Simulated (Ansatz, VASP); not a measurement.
# CdS in VASP and in Ansatz

File INCAR:

```
SYSTEM = CdS
  PREC = Accurate
  ENCUT = 520
  EDIFF = 1E-6
  ISMEAR = -1
  SIGMA = 0.05
  LREAL = .False.
  LASPH = .True.
  NELM = 80
  ALGO = Normal
  ISIF = 2
  LWAVE = .False.
  LCHARG = .True.
  GGA = PE
  LELF = .True.
  LVHAR = .True.
  NBANDS = 16
```

Contents of KPOINTS:

```
regular mesh
0
Gamma
  8 8 8
  0 0 0
```

The input POSCAR:

```
CdS
1.0
    0.0000000000      2.6970395763      2.6970395763
    2.6970395763      0.0000000000      2.6970395763
    2.6970395763      2.6970395763      0.0000000000
Cd S
1 1
Direct
    0.0000000000      0.0000000000      0.0000000000
    0.5000000000      0.5000000000      0.5000000000
```

input.yaml

```yaml
crystal:
  lattice:
    - [0.0, 2.6970395763, 2.6970395763]
    - [2.6970395763, 0.0, 2.6970395763]
    - [2.6970395763, 2.6970395763, 0.0]
  atoms:
    - { symbol: Cd, position: [0.0, 0.0, 0.0] }
    - { symbol: S, position: [0.5, 0.5, 0.5] }
kpoints:
  mp_grid: { grid: [8, 8, 8] }
scf:
  occupations: { method: fermi_dirac, width: 0.05 }
hamiltonian:
  xc: pbe
  pseudopotentials: { kind: all_electron, lapw: { basis_error: 0.0005 } }
output:
  forces: true
  stress: true
  eigenvalues: true
```

Change from the starting cell: volume scaled by 0.94.

Alike in both runs: task single point; functional PBE; k mesh 8 × 8 × 8; occupations fermi-dirac, width 0.05 eV; no spin polarisation.

|  | VASP | Ansatz |
| --- | --- | --- |
| version | VASP 6.6.1 | Ansatz 0.2.0 |
| potentials or method | VASP PAW PBE potentials, release 64 (Cd, S) | all-electron LAPW, scalar-relativistic |
| plane-wave cutoff (eV) | 520 | see its input |

|  | VASP | Ansatz | Ansatz less VASP |
| --- | --- | --- | --- |
| gap on the k mesh at the Fermi level (eV) | 0.25 | 0.26 | +0.009 |
| least direct gap on the mesh (eV) | 1.95 | 1.98 | +0.029 |
| pressure (GPa) | 5.1 | 4.6 | -0.48 |

Ansatz ran all-electron here, so the differences hold the error of VASP's frozen core and of both bases.
